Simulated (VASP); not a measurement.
Wanted: the native input for a VASP 6.6.1 run.

| Property | Result |
| --- | --- |
| Task | relaxation of cell and atoms |
| Functional | LDA |
| Potentials or basis | VASP PAW LDA potentials, release 64 (Te, Sn_d) |
| Cutoff | 600 eV |
| k mesh | 6 × 6 × 6 |
| Occupations | gaussian, width 0.02 eV |
| Spin | no spin polarisation |
| Ladder | gaps |
| Further INCAR settings | ALGO = Normal; EDIFF = 1e-06; IBRION = 2; EDIFFG = -0.01; NSW = 60; ISIF = 3 |

The structure of SnTe lies in POSCAR:

```
SnTe
1.0
    0.0000000000      3.1508500000      3.1508500000
    3.1508500000      0.0000000000      3.1508500000
    3.1508500000      3.1508500000      0.0000000000
Te Sn
1 1
Direct
    0.5000000000      0.5000000000      0.5000000000
    0.0000000000      0.0000000000      0.0000000000
```

These files were run (other wordings do the same):

INCAR

```
ALGO = Normal
EDIFF = 1E-6
EDIFFG = -0.01
ENCUT = 600
GGA = CA
IBRION = 2
ISIF = 3
ISMEAR = 0
LASPH = T
LCHARG = F
LREAL = F
LWAVE = F
NELM = 80
NSW = 60
PREC = Accurate
SIGMA = 0.02
```

KPOINTS

```
k-points
0
Gamma
  6 6 6
```

Potentials or basis: VASP PAW LDA potentials, release 64 (Te, Sn_d).

Launch:

```console
$ cat potpaw_LDA.64/Te/POTCAR potpaw_LDA.64/Sn_d/POTCAR > POTCAR
$ mpirun -np 1 vasp_std > vasp.out
```

Results of the run:

```json
{
  "Relaxed volume": "30.35 Å³/atom",
  "Relaxed cell": "a = 4.411 Å, b = 4.411 Å, c = 4.411 Å, α = 60.00°, β = 60.00°, γ = 60.00°",
  "Space group after relaxing (to 0.05 Å)": "Fm-3m (No. 225)",
  "Energy gained by relaxing": "4.5 meV/atom",
  "Ionic steps": "3",
  "Pressure after relaxing": "0.0 GPa",
  "Band gap on the k mesh": "0.21 eV, direct"
}
```

Caveat: spin-orbit coupling is left out, which moves the levels of the heavy elements.

It took 16 s on 1 thread of Intel(R) Xeon(R) Platinum 8559C (Emerald Rapids) (shared host), peak memory 0.18 GiB.
